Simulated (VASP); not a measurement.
A run of VASP 6.6.1 is set up as follows.

INCAR

```
SYSTEM = TaN
ALGO     = Normal         ! electronic algorithm
EDIFF    = 1E-6           ! SCF threshold, eV
ENCUT    = 520            ! plane-wave cutoff, eV
GGA      = PE             ! functional
ISIF     = 2              ! what is computed and relaxed
ISMEAR   = 0              ! smearing method
LASPH    = .True.         ! aspherical terms in the spheres
LCHARG   = .False.        ! write CHGCAR
LREAL    = .False.        ! projectors in reciprocal space
LWAVE    = .False.        ! write WAVECAR
NBANDS   = 15             ! bands
NELM     = 80             ! most SCF steps
PREC     = Accurate       ! precision mode
SIGMA    = 0.1            ! smearing width, eV
```

File KPOINTS:

```
k-points
0
Gamma
  9 9 6
  0 0 0
```

Contents of POSCAR:

```
TaN
1.0
    2.9379988584      0.0000000000      0.0000000000
   -1.4689994292      2.5443816477      0.0000000000
    0.0000000000      0.0000000000      2.8830000000
Ta N
1 1
Direct
    0.3333333333      0.6666666667      0.5000000000
    0.0000000000      0.0000000000      0.0000000000
```

Potentials or basis: VASP PAW PBE potentials, release 64 (Ta_pv, N).

The run is started by

```sh
$ cat potpaw_PBE.64/Ta_pv/POTCAR potpaw_PBE.64/N/POTCAR > POTCAR
$ mpirun -np 1 vasp_std > vasp.out
```

Q: What does it give for the band gap on the k mesh?

A: None (metal or under the smearing width).

Q: Predict the pressure.

A: 5.4 GPa.

Stress tensor (GPa, compression positive):
```
5.17 0.00 0.00
0.00 5.17 0.00
0.00 0.00 5.86
```

Caveat: the k mesh is coarse (spacing up to 0.36 Å⁻¹), so the values aren't converged. The run has no spin-orbit coupling, so splittings on Ta are missing.
